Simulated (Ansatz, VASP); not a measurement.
**WS2: VASP beside Ansatz**

```
W S
1.0
     3.26721    0.00000    0.00000
    -1.63361    2.82949    0.00000
     0.00000    0.00000   16.37917
W S
1 2
Direct
  0.33333 0.66667 0.00000
  0.66667 0.33333 0.91017
  0.66667 0.33333 0.08983
```

Alike in both runs: task single point; functional PBE; k mesh 12 × 12 × 2; occupations gaussian, width 0.02 eV; no spin polarisation.

|  | VASP | Ansatz |
| --- | --- | --- |
| version | VASP 6.6.1 | Ansatz 0.2.0 |
| potentials or method | VASP PAW PBE potentials, release 64 (W_sv, S) | scalar-relativistic, plane waves, PAW |
| plane-wave cutoff (eV) | 520 | 420 |
| valence electrons in the cell | 26 | 26 |

```csv
,VASP,Ansatz,Ansatz less VASP
gap on the k mesh at the Fermi level (eV),0.71,0.69,-0.016
least direct gap on the mesh (eV),1.36,1.36,-0.003
rms of the force components (eV/Å),0.721,0.721,-0.0004
```

Atom by atom the forces differ by 0.000 eV/Å (rms over components).

Caveats: spin-orbit coupling is left out, which moves the levels of the heavy elements.
